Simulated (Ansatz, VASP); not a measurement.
## KF in VASP and in Ansatz

```xyz
2
Lattice="0.0000 2.7979 2.7979 2.7979 0.0000 2.7979 2.7979 2.7979 0.0000" Properties=species:S:1:pos:R:3 pbc="T T T"
K     2.7979    2.7979    2.7979
F     0.0000    0.0000    0.0000
```

Alike in both runs: task single point; functional PBE; k mesh 8 × 8 × 8; occupations gaussian, width 0.02 eV; no spin polarisation.

|  | VASP | Ansatz |
| --- | --- | --- |
| version | VASP 6.6.1 | Ansatz 0.2.0 |
| potentials or method | VASP PAW PBE potentials, release 64 (K_sv, F) | scalar-relativistic, plane waves, PAW |
| plane-wave cutoff (eV) | 520 | 420 |
| valence electrons in the cell | 16 | 16 |

|  | VASP | Ansatz | Ansatz less VASP |
| --- | --- | --- | --- |
| gap on the k mesh at the Fermi level (eV) | 5.50 | 5.51 | +0.014 |
| least direct gap on the mesh (eV) | 5.50 | 5.51 | +0.014 |
| pressure (GPa) | -2.2 | -2.2 | +0.04 |

The functional is the same, so the differences come from potentials, cutoffs and numerics.

A k mesh can miss the band edges.
